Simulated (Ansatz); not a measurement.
The calculation used DFT PBE, scalar-relativistic, plane waves, PAW (Ansatz). All cells share a 420 eV cutoff and Γ-centred k meshes spaced at most about 0.3 Å⁻¹ (about 0.25 or finer for metals, 2π included). Spin is collinear.

These are static total energies at zero pressure.

Two relaxed structures of CrO₂:

A. (parallel moments up to 1.7 μB)

```
CELL_PARAMETERS angstrom
4.44489 0.00000 0.00000
0.00000 4.44489 0.00000
0.00000 0.00000 2.92077
ATOMIC_POSITIONS crystal
Cr 0.50000 0.50000 0.50000
Cr 0.00000 0.00000 0.00000
O 0.80362 0.19638 0.50000
O 0.19638 0.80362 0.50000
O 0.69638 0.69638 0.00000
O 0.30362 0.30362 0.00000
```

B. (parallel moments up to 1.7 μB)

```
CELL_PARAMETERS angstrom
9.16988 0.00000 0.00000
0.00000 2.91294 0.00000
0.00000 0.00000 4.77052
ATOMIC_POSITIONS crystal
Cr 0.63953 0.75000 0.46326
Cr 0.13953 0.75000 0.03674
Cr 0.36047 0.25000 0.53674
Cr 0.86047 0.25000 0.96326
O 0.27261 0.75000 0.33162
O 0.77261 0.75000 0.16838
O 0.72739 0.25000 0.66838
O 0.22739 0.25000 0.83162
O 0.46714 0.75000 0.69740
O 0.96714 0.75000 0.80260
O 0.53286 0.25000 0.30260
O 0.03286 0.25000 0.19740
```

Question: Which would you expect to be lower, and how large is the difference?

Answer: A is lower, by 42 meV/atom. A has the rutile type, space group P4_2/mnm (No. 136), 9.6 Å³/atom and no gap on its mesh; B has space group Pnma (No. 62), 10.6 Å³/atom and no gap. Counting O atoms around Cr (those within 1.25 times the shortest such distance or 1.15 times the sum of covalent radii), A and B both have Cr 6. The denser one is the lower, and pressure would at first widen the difference. Origin: A, reached from a cell as deposited in COD, among other starts; B, reached from a Materials Project cell.

In such compounds of Cr a zero gap at this level may well be an artefact, since no Hubbard U is applied. Another magnetic order may lie lower.
